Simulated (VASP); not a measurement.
A run of VASP 6.6.1 is set up as follows.

INCAR

```
PREC = Accurate
ENCUT = 700
EDIFF = 1E-6
ISMEAR = 1
SIGMA = 0.1
LREAL = False
LASPH = True
NELM = 120
ALGO = Normal
ISIF = 3
LWAVE = False
LCHARG = False
GGA = PE
IBRION = 2
NSW = 60
EDIFFG = -0.005
```

Contents of KPOINTS:

```
regular mesh
0
Gamma
  18 18 18
```

POSCAR

```
Pd
1.0
    0.0000000000      1.9400000000      1.9400000000
    1.9400000000      0.0000000000      1.9400000000
    1.9400000000      1.9400000000      0.0000000000
Pd
1
Direct
    0.0000000000      0.0000000000      0.0000000000
```

Potentials or basis: VASP PAW PBE potentials, release 64 (Pd).

Launch:

```sh
$ cat potpaw_PBE.64/Pd/POTCAR > POTCAR
$ mpirun -np 1 vasp_std > vasp.out
```

Problem. Predict the space group after relaxing (to 0.05 Å).

Solution. Fm-3m (No. 225).

Problem. Estimate the relaxed volume.

Solution. 15.28 Å³/atom.

Final structure:
```
Pd
1.0
     0.00000    1.96967    1.96967
     1.96967    0.00000    1.96967
     1.96967    1.96967    0.00000
Pd
1
Direct
  0.00000 0.00000 0.00000
```
